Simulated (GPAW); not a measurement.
Runs of GPAW 26.7.0 on Ru. The structure is hexagonal, space group P6_3/mmc (No. 194). The conventional cell has a = 2.706 Å, b = 2.706 Å, c = 4.282 Å, α = 90.00°, β = 90.00°, γ = 120.00°. Ru (site symmetry -6m2) has 12 Ru at 2.65 to 2.71 Å as nearest neighbours. 

```csv
task,level,potentials or basis,cell,k mesh,cutoff (eV),smearing,data set,kernel,response ecut,response k mesh,response bands,gap on the mesh (eV),pressure (GPa)
single point,PBE,"GPAW PAW data sets (gpaw-data 1.2.1), pw",as given,9 × 9 × 5,450,fermi-dirac 0.01 eV,-,-,-,-,-,none,1.5
single point,LDA,"the program's PAW data sets (release 1.2.1) made for this functional, other valence, pw",as given,9 × 9 × 5,500,fermi-dirac 0.01 eV,Ru 8,-,-,-,-,none,(a)
eps q,PBE,"GPAW PAW data sets (gpaw-data 1.2.1), pw",as given,9 × 9 × 5,450,fermi-dirac 0.05 eV,-,RPA,50 eV,16 × 16 × 9,36,none,-
phonons,r2SCAN+D4,"GPAW PAW data sets (gpaw-data 1.2.1), other valence, pw",relaxed,11 × 11 × 6,510,fermi-dirac 0.05 eV,Ru 8,-,-,-,-,none,0.0
```

Alike in all rows: no spin polarisation.

Question: Fill in the values left out.

Answer: (a) -2.7.

Caveats: the cutoff is short for stress and forces, so pressures can be off by a GPa or more (some runs); the PAW data sets were made with another functional, which shifts forces and pressure a little (some runs); pairwise dispersion overbinds metals, which lowers pressure and volume (some runs).

A k mesh can miss the band edges, and the runs leave out spin-orbit coupling on Ru.

A gap of «none» marks a metal or a gap under the smearing width.

The runs don't all hold the same shells in valence.
